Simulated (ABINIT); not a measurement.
Input of an ABINIT 10.8.3 (patched build) run:

Contents of run.abi:

```
# Pseudopotentials
pp_dirpath "./"
pseudos "C.upf"

# Structure
acell 3*1.0 Angstrom
rprim
     0.0000000000     1.7833700000     1.7833700000
     1.7833700000     0.0000000000     1.7833700000
     1.7833700000     1.7833700000     0.0000000000
ntypat 1
znucl 6
natom 2
typat 1 1
xred
     0.7500000000     0.7500000000     0.7500000000
     0.5000000000     0.5000000000     0.5000000000

# Plane-wave basis
ecut 31.0

# k points
kptopt 1
ngkpt 10 10 10
nshiftk 1
shiftk 0.0 0.0 0.0

# Exchange and correlation
ixc 7

# Bands and occupations
nband 8
occopt 3
tsmear 0.05 eV

# SCF cycle
nstep 100
tolvrs 1.0e-10

# Output
iomode 3
prtwf 0
prtden 0
prteig 0
prtebands 0
enunit 2
```

Potentials or basis: PseudoDojo NC SR LDA v0.4.1 standard.

Run with:

```sh
$ mpirun --bind-to none -np 4 abinit run.abi > log 2>&1
```

Task: Predict the band gap on the k mesh.

Result: 4.17 eV, indirect (least direct gap 5.57 eV).

 A k mesh can miss the band edges.
